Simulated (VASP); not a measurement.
Write the native input for VASP 6.6.1 that does the following.

- Task: relaxation of cell and atoms
- Functional: PBEsol
- Potentials or basis: VASP PAW PBE potentials, release 64 (Sn_d)
- Cutoff: 600 eV
- k mesh: 10 × 10 × 10
- Occupations: gaussian, width 0.03 eV
- Spin: no spin polarisation
- Further INCAR settings: ALGO = Normal; EDIFF = 1e-07; IBRION = 2; EDIFFG = -0.005; NSW = 90; ISIF = 3

The structure of Sn lies in POSCAR:

```
Sn                                      
1.0
    0.0000000000      3.2685833779      3.2685833779
    3.2685833779      0.0000000000      3.2685833779
    3.2685833779      3.2685833779     -0.0000000000
  Sn            
     2
Direct
     0.0000000000000000    0.0000000000000000    0.0000000000000000
     0.2500000000000000    0.2500000000000000    0.2500000000000000
```

This isn't the form of Sn at room conditions, which is tetragonal (white tin).

The input as run:

INCAR

```
SYSTEM = Sn
  PREC = Accurate
  ENCUT = 600
  EDIFF = 1E-7
  ISMEAR = 0
  SIGMA = 0.03
  LREAL = .FALSE.
  LASPH = .TRUE.
  NELM = 80
  ALGO = Normal
  ISIF = 3
  LWAVE = .FALSE.
  LCHARG = .FALSE.
  GGA = PS
  IBRION = 2
  NSW = 90
  EDIFFG = -0.005
  KPAR = 4
```

KPOINTS

```
Automatic mesh
0
G
  10 10 10
  0 0 0
```

Potentials or basis: VASP PAW PBE potentials, release 64 (Sn_d).

Run with:

```bash
$ cat potpaw_PBE.64/Sn_d/POTCAR > POTCAR
$ mpirun -np 4 vasp_std > vasp.out
```

It gave:

```yaml
Pressure_after_relaxing: 0.0 GPa
Band_gap_on_the_k_mesh: none (metal or under the smearing width)
```

Caveat: the relaxation stopped at its first step, so nothing moved; the PAW data sets were made with another functional, which shifts forces and pressure a little.

It took 12 s on 4 MPI ranks on Intel(R) Xeon(R) 6975P-C (Granite Rapids) (shared host), peak memory 0.26 GiB a rank.
